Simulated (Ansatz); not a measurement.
**TiAl: a line through an energy map**

One line of a two-coordinate grid on TiAl (P4/mmm, No. 123; 2 atoms in the cell): equal normal strain along x and y is varied, at amplitude of mode 4 (262 cm⁻¹) = −0.126 Å.

Program: Ansatz 0.2.0. Level of theory: DFT PBE, scalar-relativistic, plane waves, PAW. These are calculated values, not measurements.

**1. The structure to begin with**

The structure is tetragonal, space group P4/mmm (No. 123). Conventional cell: a = 2.822 Å, b = 2.822 Å, c = 4.077 Å, α = 90.00°, β = 90.00°, γ = 90.00°. Ti (site symmetry 4/mmm) has 4 Ti at 2.82 Å and 8 Al at 2.85 Å as nearest neighbours. Al (site symmetry 4/mmm) has 4 Al at 2.82 Å and 8 Ti at 2.85 Å as nearest neighbours.

Structure file:

```
CELL_PARAMETERS angstrom
2.82179 0.00000 0.00000
0.00000 2.82179 0.00000
0.00000 0.00000 4.07666
ATOMIC_POSITIONS crystal
Ti 0.00000 0.00000 0.00000
Al 0.50000 0.50000 0.50000
```

This cell was relaxed beforehand with the same method: volume 16.23 Å³/atom, gap on the mesh none (metal).

**2. The scan**

The energy is mapped over a normal mode and a strain (zone-centre modes of the cell shown) (x along [1 0 0], y along [0 1 0], z along [0 0 1] of the conventional cell).

- amplitude of mode 4 (262 cm⁻¹), largest displacement in the unstrained cell: 9 values from −0.168 to 0.168 Å
- equal normal strain along x and y: 7 values from −4.00 to 4.00 %

Nothing else is relaxed (the pattern is fixed in fractional coordinates). Energies count from the relaxed high-symmetry cell. Points are written as (first, second).

The modes come from a phonon run on the reference cell, made beforehand.

The patterns, per unit of each coordinate (Å):

```
atom      x1     y1     z1
 Ti1  -0.564  0.000  0.000
 Al2   1.000  0.000  0.000
```

**3. Point (−0.126 Å, −4.00 %)**

input.yaml reads:

```yaml
crystal:
  lattice:
    - [2.708913845, 0.0, 0.0]
    - [0.0, 2.708913845, 0.0]
    - [0.0, 0.0, 4.0766621385]
  atoms:
    - { symbol: Ti, position: [0.0251696447, 0.0, 0.0] }
    - { symbol: Al, position: [0.4553474171, 0.5, 0.5] }
basis:
  ecutwfc: 520.0
kpoints:
  mp_grid: { grid: [16, 16, 12] }
hamiltonian:
  xc: pbe
  pseudopotentials: { kind: paw, azcp: { folder: soft_1 } }
scf:
  occupations: { method: gaussian, width: 0.15 }
output:
  forces: true
  stress: true
  eigenvalues: true
```

Started as:

```console
$ ansatz run input.yaml --threads 1 --pin off --max-ram 2048MiB --backend cpu --events-out ev --progress --plain --runs-dir out
```

Output, cut to the lines that bear on the results:

```text
Warning: RAYON_NUM_THREADS=1 ignored (pool sized by the plan → 1); use --threads N
[...]
Pseudopotentials: kind: paw
Pseudopotential: Ti, paw, valence charge 12, recommended cutoff 420 eV (normal), <dir>
Pseudopotential: Al, paw, valence charge 3, recommended cutoff 420 eV (normal), <dir>
Functional definition: PBE
[...]
Crystal: 2 atoms, lattice volume = 29.915 Å³
Basis set: ecut = 520 eV, 783 PW (Γ), exchange–correlation on 48×48×64 points (8 copies of the dense FFT grid, shifted against one another)
Bands: 12, of which v1, the nominal top of the filled ones, is band 8 counted from 1 (7 counted from 0)
Symmetry: 4 space group operations
Space group: Pmm2 (ITA 25), of the structure as read, at distance tolerance 3.1e-5 Å
k-points: 567 of 3072 (time reversal used)
[...]
SCF iter   1: F=—  HF=-3038.042201 eV  |F-HF|=—  |Δ(HF+E_count)|=         —  Δρ=4.24e-2  dr2=5.52e-1  ethr=3.10e-3  ⟨swp⟩=4.9  Hψ=33922  notcnv=0
[...]
SCF iter   7: F=-3037.813656 eV  HF=-3037.813656 eV  |F-HF|=1.69e-9  |Δ(HF+E_count)|=   3.47e-8  Δρ=3.79e-6  dr2=3.00e-9  ethr=6.67e-10  ⟨swp⟩=5.0  Hψ=28132  notcnv=0
[...]
SCF converged after 7 iterations
Free energy (F): -3037.813656 eV
[...]
E sigma→0 (E₀):  -3037.803579 eV
Entropy (-TS):   -0.020153 eV (-10.077 meV/atom)
Fermi energy:    12.013864 eV
[...]
--- Forces (eV/Å), atoms counted from 1 ---
  atom   1  Ti    -0.92402323     0.00000000     0.00000000
  atom   2  Al     0.92401091     0.00000000     0.00000000
[...]
--- Stress (GPa, compression-positive) ---
       12.064279       0.000000       0.000000
        0.000000      12.950857       0.000000
        0.000000       0.000000      10.290782
  P = ⅓ Tr σ = 11.7686 GPa (117.686 kbar)
--- Band table (eV; the first three rows and the last of 567) ---
  k-point 0: bands = ["-44.3743", "-20.7910", "-20.2481", "-20.2471", "2.5736", "9.8866", "11.0456", "11.2964", "14.4963", "14.5435", "15.8341", "18.2622"]
[...]
```

Run time: 12 s. Hardware: 1 thread of Intel Xeon 6975P-C (Granite Rapids), shared host; peak memory 0.67 GiB.

Energy on the map's scale: 181 meV.

**4. Changing settings: mp_grid.grid [11, 11, 8], xc revpbe, ecutwfc left out**

Edit input.yaml of step 3 so:

```diff
@@ -8,8 +8,6 @@
     - { symbol: Al, position: [0.4553474171, 0.5, 0.5] }
-basis:
-  ecutwfc: 520.0
 kpoints:
-  mp_grid: { grid: [16, 16, 12] }
+  mp_grid: { grid: [11, 11, 8] }
 hamiltonian:
-  xc: pbe
+  xc: revpbe
   pseudopotentials: { kind: paw, azcp: { folder: soft_1 } }
@@ -19,3 +17,3 @@
   forces: true
+  eigenvalues: true
   stress: true
-  eigenvalues: true
```

Started as:

```console
$ ansatz run input.yaml --threads 1 --pin off --max-ram 2048MiB --backend cpu --events-out ev --progress --plain --runs-dir out
```

Output, cut to the lines that bear on the results:

```text
Warning: RAYON_NUM_THREADS=1 ignored (pool sized by the plan → 1); use --threads N
[...]
[... 3 set-up lines as earlier in the session ...]
Functional definition: revPBE
[...]
Crystal: 2 atoms, lattice volume = 29.915 Å³
Basis set: ecut = 420 eV, 601 PW (Γ), exchange–correlation on 40×40×60 points (8 copies of the dense FFT grid, shifted against one another)
Bands: 12, of which v1, the nominal top of the filled ones, is band 8 counted from 1 (7 counted from 0)
[... 2 set-up lines as earlier in the session ...]
k-points: 180 of 968 (time reversal used)
[...]
SCF iter   1: F=—  HF=-3043.218114 eV  |F-HF|=—  |Δ(HF+E_count)|=         —  Δρ=4.25e-2  dr2=5.53e-1  ethr=3.10e-3  ⟨swp⟩=4.9  Hψ=10696  notcnv=0
[...]
SCF iter   7: F=-3043.003355 eV  HF=-3043.003355 eV  |F-HF|=6.23e-10  |Δ(HF+E_count)|=   6.04e-8  Δρ=3.37e-6  dr2=2.25e-9  ethr=6.67e-10  ⟨swp⟩=4.7  Hψ=8797  notcnv=0
[...]
SCF converged after 7 iterations
Free energy (F): -3043.003355 eV
[...]
E sigma→0 (E₀):  -3042.993483 eV
Entropy (-TS):   -0.019745 eV (-9.873 meV/atom)
Fermi energy:    12.094414 eV
[...]
--- Forces (eV/Å), atoms counted from 1 ---
  atom   1  Ti    -0.94380100     0.00000000     0.00000000
  atom   2  Al     0.94379879     0.00000000     0.00000000
[...]
--- Stress (GPa, compression-positive) ---
       14.284583       0.000000       0.000000
        0.000000      15.187142       0.000000
        0.000000       0.000000      12.759856
  P = ⅓ Tr σ = 14.0772 GPa (140.772 kbar)
--- Band table (eV; the first three rows and the last of 180) ---
  k-point 0: bands = ["-44.3890", "-20.7600", "-20.2136", "-20.2128", "2.6498", "9.9694", "11.1294", "11.3631", "14.5865", "14.6341", "15.9347", "18.3584"]
[...]
```

Run time: 3 s. Hardware: 1 thread of Intel Xeon 6975P-C (Granite Rapids), shared host; peak memory 0.42 GiB.

| run | ending | energy change | pressure (GPa) | gap (eV) | force (eV/Å) | cycles | time |
| --- | --- | --- | --- | --- | --- | --- | --- |
| step 3 | converged | - | 11.8 | 0.00 | 0.92 | 7 | 12 s |
| variant | converged | not comparable | 14.1 | 0.00 | 0.94 | 7 | 3 s |

After a change of functional the difference of the totals has no physical meaning; the pressure goes from 11.8 to 14.1 GPa. The k-point mesh and cutoff changed too. Cost: 3 s against 12 s.

**5. The run at (−0.126 Å, −2.67 %)**

Edit input.yaml of step 3 so:

```diff
@@ -2,4 +2,4 @@
   lattice:
-    - [2.708913845, 0.0, 0.0]
-    - [0.0, 2.708913845, 0.0]
+    - [2.7464435889, 0.0, 0.0]
+    - [0.0, 2.7464435889, 0.0]
     - [0.0, 0.0, 4.0766621385]
```

Started as:

```console
$ ansatz run input.yaml --threads 1 --pin off --max-ram 2048MiB --backend cpu --events-out ev --progress --plain --runs-dir out
```

Output, cut to the lines that bear on the results:

```text
[...]
SCF converged after 7 iterations
Free energy (F): -3037.867026 eV
[...]
E sigma→0 (E₀):  -3037.856765 eV
Entropy (-TS):   -0.020522 eV (-10.261 meV/atom)
Fermi energy:    11.630221 eV
[...]
--- Forces (eV/Å), atoms counted from 1 ---
  atom   1  Ti    -0.89920206     0.00000000     0.00000000
  atom   2  Al     0.89919053     0.00000000     0.00000000
[...]
--- Stress (GPa, compression-positive) ---
        7.674407       0.000000       0.000000
        0.000000       8.467909       0.000000
        0.000000       0.000000       7.155049
  P = ⅓ Tr σ = 7.7658 GPa (77.658 kbar)
--- Band table (eV; the first three rows and the last of 567) ---
  k-point 0: bands = ["-44.8206", "-21.2340", "-20.7301", "-20.7292", "2.3379", "9.5923", "10.7089", "11.0277", "13.9994", "14.0479", "15.2777", "17.8346"]
[...]
```

It took 12 s on 1 thread of Intel Xeon 6975P-C (Granite Rapids), shared host; peak memory 0.68 GiB.

On the map this point reads 128 meV.

**6. The run at (−0.126 Å, −1.33 %)**

Edit input.yaml of step 5 so:

```diff
@@ -2,4 +2,4 @@
   lattice:
-    - [2.7464435889, 0.0, 0.0]
-    - [0.0, 2.7464435889, 0.0]
+    - [2.7842555113, 0.0, 0.0]
+    - [0.0, 2.7842555113, 0.0]
     - [0.0, 0.0, 4.0766621385]
```

Started as:

```console
$ ansatz run input.yaml --threads 1 --pin off --max-ram 2048MiB --backend cpu --events-out ev --progress --plain --runs-dir out
```

Output, cut to the lines that bear on the results:

```text
Warning: RAYON_NUM_THREADS=1 ignored (pool sized by the plan → 1); use --threads N
[...]
[... 4 set-up lines as earlier in the session ...]
[...]
Crystal: 2 atoms, lattice volume = 31.603 Å³
Basis set: ecut = 520 eV, 847 PW (Γ), exchange–correlation on 48×48×64 points (8 copies of the dense FFT grid, shifted against one another)
Bands: 12, of which v1, the nominal top of the filled ones, is band 8 counted from 1 (7 counted from 0)
[... 1 set-up line as earlier in the session ...]
Space group: Pmm2 (ITA 25), of the structure as read, at distance tolerance 3.2e-5 Å
k-points: 567 of 3072 (time reversal used)
[...]
SCF iter   1: F=—  HF=-3038.114473 eV  |F-HF|=—  |Δ(HF+E_count)|=         —  Δρ=4.23e-2  dr2=5.54e-1  ethr=3.10e-3  ⟨swp⟩=4.8  Hψ=33814  notcnv=0
[...]
SCF iter   7: F=-3037.899070 eV  HF=-3037.899070 eV  |F-HF|=1.27e-9  |Δ(HF+E_count)|=   3.68e-8  Δρ=3.81e-6  dr2=3.03e-9  ethr=6.67e-10  ⟨swp⟩=5.0  Hψ=28270  notcnv=0
[...]
SCF converged after 7 iterations
Free energy (F): -3037.899070 eV
[...]
E sigma→0 (E₀):  -3037.888722 eV
Entropy (-TS):   -0.020697 eV (-10.348 meV/atom)
Fermi energy:    11.259801 eV
[...]
--- Forces (eV/Å), atoms counted from 1 ---
  atom   1  Ti    -0.87114090     0.00000000     0.00000000
  atom   2  Al     0.87112733     0.00000000     0.00000000
[...]
--- Stress (GPa, compression-positive) ---
        3.704873       0.000000       0.000000
        0.000000       4.404912       0.000000
        0.000000       0.000000       4.357698
  P = ⅓ Tr σ = 4.1558 GPa (41.558 kbar)
--- Band table (eV; the first three rows and the last of 567) ---
  k-point 0: bands = ["-45.2552", "-21.6639", "-21.1962", "-21.1955", "2.1096", "9.3106", "10.3809", "10.7694", "13.5203", "13.5703", "14.7403", "17.4138"]
[...]
```

Wall time 12 s (1 thread of Intel Xeon 6975P-C (Granite Rapids), shared host); peak memory 0.68 GiB.

Energy on the map's scale: 96 meV.

**7. The run at (−0.126 Å, 0.00 %)**

Edit input.yaml of step 6 so:

```diff
@@ -2,4 +2,4 @@
   lattice:
-    - [2.7842555113, 0.0, 0.0]
-    - [0.0, 2.7842555113, 0.0]
+    - [2.8217852552, 0.0, 0.0]
+    - [0.0, 2.8217852552, 0.0]
     - [0.0, 0.0, 4.0766621385]
```

Started as:

```console
$ ansatz run input.yaml --threads 1 --pin off --max-ram 2048MiB --backend cpu --events-out ev --progress --plain --runs-dir out
```

Output, cut to the lines that bear on the results:

```text
[...]
SCF converged after 7 iterations
Free energy (F): -3037.911027 eV
[...]
E sigma→0 (E₀):  -3037.900569 eV
Entropy (-TS):   -0.020915 eV (-10.458 meV/atom)
Fermi energy:    10.908578 eV
[...]
--- Forces (eV/Å), atoms counted from 1 ---
  atom   1  Ti    -0.84030114     0.00000000     0.00000000
  atom   2  Al     0.84028465     0.00000000     0.00000000
[...]
--- Stress (GPa, compression-positive) ---
        0.182586       0.000000       0.000000
        0.000000       0.791306       0.000000
        0.000000       0.000000       1.887038
  P = ⅓ Tr σ = 0.9536 GPa (9.536 kbar)
--- Band table (eV; the first three rows and the last of 567) ---
  k-point 0: bands = ["-45.6710", "-22.0742", "-21.6396", "-21.6391", "1.8919", "9.0446", "10.0664", "10.5246", "13.0657", "13.1174", "14.2295", "17.0065"]
[...]
```

It took 12 s on 1 thread of Intel Xeon 6975P-C (Granite Rapids), shared host; peak memory 0.69 GiB.

Energy on the map's scale: 84 meV.

**8. Grid point (−0.126 Å, 1.33 %)**

Edit input.yaml of step 7 so:

```diff
@@ -2,4 +2,4 @@
   lattice:
-    - [2.8217852552, 0.0, 0.0]
-    - [0.0, 2.8217852552, 0.0]
+    - [2.8593149991, 0.0, 0.0]
+    - [0.0, 2.8593149991, 0.0]
     - [0.0, 0.0, 4.0766621385]
```

Started as:

```console
$ ansatz run input.yaml --threads 1 --pin off --max-ram 2048MiB --backend cpu --events-out ev --progress --plain --runs-dir out
```

Output, cut to the lines that bear on the results:

```text
[...]
SCF converged after 7 iterations
Free energy (F): -3037.904852 eV
[...]
E sigma→0 (E₀):  -3037.894242 eV
Entropy (-TS):   -0.021219 eV (-10.609 meV/atom)
Fermi energy:    10.572907 eV
[...]
--- Forces (eV/Å), atoms counted from 1 ---
  atom   1  Ti    -0.80676443     0.00000000     0.00000000
  atom   2  Al     0.80674320     0.00000000    -0.00000000
[...]
--- Stress (GPa, compression-positive) ---
       -2.954389       0.000000       0.000000
        0.000000      -2.434845       0.000000
        0.000000       0.000000      -0.313853
  P = ⅓ Tr σ = -1.9010 GPa (-19.010 kbar)
--- Band table (eV; the first three rows and the last of 567) ---
  k-point 0: bands = ["-46.0719", "-22.4689", "-22.0648", "-22.0645", "1.6824", "8.7909", "9.7626", "10.2905", "12.6308", "12.6844", "13.7401", "16.6094"]
[...]
```

Run time: 12 s. Hardware: 1 thread of Intel Xeon 6975P-C (Granite Rapids), shared host; peak memory 0.71 GiB.

On the map this point reads 90 meV.

**9. Point (−0.126 Å, 2.67 %)**

Edit input.yaml of step 8 so:

```diff
@@ -2,4 +2,4 @@
   lattice:
-    - [2.8593149991, 0.0, 0.0]
-    - [0.0, 2.8593149991, 0.0]
+    - [2.8971269215, 0.0, 0.0]
+    - [0.0, 2.8971269215, 0.0]
     - [0.0, 0.0, 4.0766621385]
```

Started as:

```console
$ ansatz run input.yaml --threads 1 --pin off --max-ram 2048MiB --backend cpu --events-out ev --progress --plain --runs-dir out
```

Output, cut to the lines that bear on the results:

```text
Warning: RAYON_NUM_THREADS=1 ignored (pool sized by the plan → 1); use --threads N
[...]
[... 4 set-up lines as earlier in the session ...]
[...]
Crystal: 2 atoms, lattice volume = 34.217 Å³
Basis set: ecut = 520 eV, 927 PW (Γ), exchange–correlation on 48×48×64 points (8 copies of the dense FFT grid, shifted against one another)
Bands: 12, of which v1, the nominal top of the filled ones, is band 8 counted from 1 (7 counted from 0)
[... 2 set-up lines as earlier in the session ...]
k-points: 567 of 3072 (time reversal used)
[...]
SCF iter   1: F=—  HF=-3038.081638 eV  |F-HF|=—  |Δ(HF+E_count)|=         —  Δρ=4.16e-2  dr2=5.73e-1  ethr=3.10e-3  ⟨swp⟩=4.8  Hψ=33814  notcnv=0
[...]
SCF iter   7: F=-3037.881880 eV  HF=-3037.881880 eV  |F-HF|=4.09e-9  |Δ(HF+E_count)|=   1.83e-8  Δρ=6.15e-6  dr2=8.74e-9  ethr=6.67e-10  ⟨swp⟩=5.2  Hψ=29575  notcnv=0
[...]
SCF converged after 7 iterations
Free energy (F): -3037.881880 eV
[...]
E sigma→0 (E₀):  -3037.871037 eV
Entropy (-TS):   -0.021686 eV (-10.843 meV/atom)
Fermi energy:    10.249035 eV
[...]
--- Forces (eV/Å), atoms counted from 1 ---
  atom   1  Ti    -0.77065789     0.00000000     0.00000000
  atom   2  Al     0.77061890     0.00000000    -0.00000000
[...]
--- Stress (GPa, compression-positive) ---
       -5.751416       0.000000       0.000000
        0.000000      -5.318954       0.000000
        0.000000       0.000000      -2.297477
  P = ⅓ Tr σ = -4.4559 GPa (-44.559 kbar)
--- Band table (eV; the first three rows and the last of 567) ---
  k-point 0: bands = ["-46.4613", "-22.8514", "-22.4760", "-22.4758", "1.4796", "8.5466", "9.4667", "10.0650", "12.2114", "12.2670", "13.2674", "16.2194"]
[...]
```

Wall time 13 s (1 thread of Intel Xeon 6975P-C (Granite Rapids), shared host); peak memory 0.7 GiB.

That is 113 meV from the zero.

**10. Grid point (−0.126 Å, 4.00 %)**

Edit input.yaml of step 9 so:

```diff
@@ -2,4 +2,4 @@
   lattice:
-    - [2.8971269215, 0.0, 0.0]
-    - [0.0, 2.8971269215, 0.0]
+    - [2.9346566654, 0.0, 0.0]
+    - [0.0, 2.9346566654, 0.0]
     - [0.0, 0.0, 4.0766621385]
```

Started as:

```console
$ ansatz run input.yaml --threads 1 --pin off --max-ram 2048MiB --backend cpu --events-out ev --progress --plain --runs-dir out
```

Output, cut to the lines that bear on the results:

```text
Warning: RAYON_NUM_THREADS=1 ignored (pool sized by the plan → 1); use --threads N
[...]
[... 4 set-up lines as earlier in the session ...]
[...]
Crystal: 2 atoms, lattice volume = 35.109 Å³
Basis set: ecut = 520 eV, 967 PW (Γ), exchange–correlation on 48×48×64 points (8 copies of the dense FFT grid, shifted against one another)
Bands: 12, of which v1, the nominal top of the filled ones, is band 8 counted from 1 (7 counted from 0)
[... 1 set-up line as earlier in the session ...]
Space group: Pmm2 (ITA 25), of the structure as read, at distance tolerance 3.3e-5 Å
k-points: 567 of 3072 (time reversal used)
[...]
SCF iter   1: F=—  HF=-3038.038806 eV  |F-HF|=—  |Δ(HF+E_count)|=         —  Δρ=4.12e-2  dr2=5.79e-1  ethr=3.10e-3  ⟨swp⟩=4.7  Hψ=33873  notcnv=0
[...]
SCF iter   7: F=-3037.843991 eV  HF=-3037.843991 eV  |F-HF|=7.61e-9  |Δ(HF+E_count)|=   1.49e-7  Δρ=7.71e-6  dr2=1.64e-8  ethr=6.67e-10  ⟨swp⟩=5.3  Hψ=29550  notcnv=0
[...]
SCF converged after 7 iterations
Free energy (F): -3037.843991 eV
[...]
E sigma→0 (E₀):  -3037.832834 eV
Entropy (-TS):   -0.022313 eV (-11.157 meV/atom)
Fermi energy:    9.940793 eV
[...]
--- Forces (eV/Å), atoms counted from 1 ---
  atom   1  Ti    -0.73293705     0.00000000     0.00000000
  atom   2  Al     0.73289721     0.00000000    -0.00000000
[...]
--- Stress (GPa, compression-positive) ---
       -8.186869       0.000000       0.000000
        0.000000      -7.837438       0.000000
        0.000000       0.000000      -4.082152
  P = ⅓ Tr σ = -6.7022 GPa (-67.022 kbar)
--- Band table (eV; the first three rows and the last of 567) ---
  k-point 0: bands = ["-46.8338", "-23.2167", "-22.8678", "-22.8677", "1.2862", "8.3144", "9.1827", "9.8507", "11.8128", "11.8706", "12.8173", "15.8422"]
[...]
```

Wall time 13 s (1 thread of Intel Xeon 6975P-C (Granite Rapids), shared host); peak memory 0.71 GiB.

On the map this point reads 151 meV.

**11. What came out**

```
equal normal strain along x and y (%)  step  energy (meV)  slope (meV per %)  pressure (GPa)  largest force on an atom (eV/Å)
                                −4.00     3           181                −49            11.8                            0.924
                                −2.67     5           128                −32             7.8                            0.899
                                −1.33     6            96                −16             4.2                            0.871
                                 0.00     7            84                 −2             1.0                            0.840
                                 1.33     8            90                 11            −1.9                            0.807
                                 2.67     9           113                 23            −4.5                            0.771
                                 4.00    10           151                 34            −6.7                            0.733
```

Energies count from the relaxed high-symmetry cell. Slopes come from the forces (and the stress, where the cell changes), not from differences of energies.

| run | outcome |
| --- | --- |
| step 4, run with mp_grid.grid [11, 11, 8], xc revpbe, ecutwfc left out (against step 3) | converged; the pressure goes from 11.8 to 14.1 GPa |

What this shows: Along the line the energy is lowest at 0.00 %, 84 meV from the zero. Energies and slopes round the minimum, fitted together, put the minimum at 0.193 %, with a curvature of about 10 meV per %². The well is lopsided: two grid steps out, the energy rises by 44 meV towards smaller values and 29 meV towards larger ones. The highest point computed, at −4.00 %, lies 97 meV above the lowest. This is one cut through a surface in two coordinates; the map's lowest point lies off it. A rigid map gives upper bounds: relaxing the other coordinates can only lower a point.
